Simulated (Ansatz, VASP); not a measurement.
**One calculation of SiC2, two programs**

```
Si C
1.0
     2.55971    0.00000    0.00000
    -1.27986    2.21677    0.00000
     0.00000    0.00000    8.91535
Si C
2 4
Direct
  0.33333 0.66667 0.25000
  0.66667 0.33333 0.75000
  0.33333 0.66667 0.02389
  0.33333 0.66667 0.47611
  0.66667 0.33333 0.97611
  0.66667 0.33333 0.52389
```

Alike in both runs: functional PBE; k mesh 6 × 6 × 2; occupations gaussian, width 0.1 eV; no spin polarisation.

Ansatz relaxed the structure, and its values are those at the end. VASP's run is a single point on that final structure, the one shown.

|  | VASP | Ansatz |
| --- | --- | --- |
| version | VASP 6.6.1 | Ansatz 0.2.0 |
| potentials or method | VASP PAW PBE potentials, release 64 (Si, C) | scalar-relativistic, plane waves, PAW |
| plane-wave cutoff (eV) | 520 | 420 |
| valence electrons in the cell | 24 | 24 |

VASP gave:

| Quantity | Value |
| --- | --- |
| gap on the k mesh at the Fermi level (eV) | none |
| pressure (GPa) | 0.2 |
| rms of the force components (eV/Å) | 0.006 |

**Question.** Estimate Ansatz's values.

**Answer.** gap on the k mesh at the Fermi level (eV): none; pressure (GPa): 0.0; rms of the force components (eV/Å): 0.000.

A gap of «none» marks a metal or a gap that the smearing closes. With one functional, cell and mesh, what is left measures potentials, basis and numerics.

Caveats: the k mesh is coarse (spacing up to 0.47 Å⁻¹), so the values aren't converged.
